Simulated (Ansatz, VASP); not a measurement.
HfO2 in VASP and in Ansatz

```
Hf O
1.0
     0.00000    2.54912    2.54912
     2.54912    0.00000    2.54912
     2.54912    2.54912    0.00000
Hf O
1 2
Direct
  0.00000 0.00000 0.00000
  0.25000 0.25000 0.25000
  0.75000 0.75000 0.75000
```

Alike in both runs: functional PBE; k mesh 8 × 8 × 8; occupations gaussian, width 0.02 eV; no spin polarisation.

Ansatz relaxed the structure, and its values are those at the end. VASP's run is a single point on that final structure, the one shown.

```csv
,VASP,Ansatz
version,VASP 6.6.1,Ansatz 0.2.0
potentials or method,"VASP PAW PBE potentials, release 64 (Hf_pv, O)","scalar-relativistic, plane waves, PAW"
plane-wave cutoff (eV),520,420
valence electrons in the cell,22,38
```

Ansatz gave:

* gap on the k mesh at the Fermi level (eV): 3.75
* least direct gap on the mesh (eV): 3.75
* pressure (GPa): -0.1

Q: What did VASP give for the same quantities?

A: gap on the k mesh at the Fermi level (eV): 3.76; least direct gap on the mesh (eV): 3.76; pressure (GPa): -3.7.

The two sets of potentials don't hold the same shells in valence.

Caveats: spin-orbit coupling is left out, which moves the levels of the heavy elements. A k mesh can miss the band edges. PBE gaps usually lie below the measured ones, often by a third to a half.
